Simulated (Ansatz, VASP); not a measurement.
## BN in VASP and in Ansatz

The input INCAR:

```
PREC = Accurate
ENCUT = 520
EDIFF = 1E-7
ISMEAR = 0
SIGMA = 0.05
LREAL = False
LASPH = True
NELM = 80
ALGO = Normal
ISIF = 2
LWAVE = False
LCHARG = True
GGA = PE
LELF = True
LVHAR = True
NBANDS = 11
```

File KPOINTS:

```
Automatic mesh
0
Gamma
  12 12 12
```

The input POSCAR:

```
BN
1.0
    0.0000000000      1.9392613453      1.8123937807
    1.8123937807      0.0000000000      1.8123937807
    1.8123937807      1.9392613453      0.0000000000
B N
1 1
Direct
    0.0000000000      0.0000000000      0.0000000000
    0.7500000000      0.7500000000      0.7500000000
```

Input for Ansatz:

```yaml
crystal:
  lattice:
    - [0.0, 1.9392613453, 1.8123937807]
    - [1.8123937807, 0.0, 1.8123937807]
    - [1.8123937807, 1.9392613453, 0.0]
  atoms:
    - { symbol: B, position: [0.0, 0.0, 0.0] }
    - { symbol: "N", position: [0.75, 0.75, 0.75] }
basis:
  ecutwfc: 520.0
kpoints:
  mp_grid: { grid: [12, 12, 12] }
hamiltonian:
  xc: pbe
scf:
  occupations: { method: gaussian, width: 0.05 }
output:
  forces: true
  stress: true
  eigenvalues: true
```

Change from the starting cell: engineering shear strain xz +0.0000, normal strain along z +0.0700.

Alike in both runs: task single point; functional PBE; k mesh 12 × 12 × 12; occupations gaussian, width 0.05 eV; no spin polarisation.

```csv
,VASP,Ansatz
version,VASP 6.6.1,Ansatz 0.2.0
potentials or method,"VASP PAW PBE potentials, release 64 (B, N)","scalar-relativistic, plane waves, PAW"
plane-wave cutoff (eV),520,520
valence electrons in the cell,8,8
```

Ansatz gave:

```
gap on the k mesh at the Fermi level (eV)       : 3.81
least direct gap on the mesh (eV)               : 8.11
pressure (GPa)                                  : -22.2
largest component of the traceless stress (GPa) : 28.12
```

Task: Estimate VASP's values.

Result: gap on the k mesh at the Fermi level (eV): 3.80; least direct gap on the mesh (eV): 8.10; pressure (GPa): -22.1; largest component of the traceless stress (GPa): 28.14.

Caveats: so large a pressure means that the cell lies far from this level's equilibrium, or that cutoff or potentials fall short (VASP). A k mesh can miss the band edges.
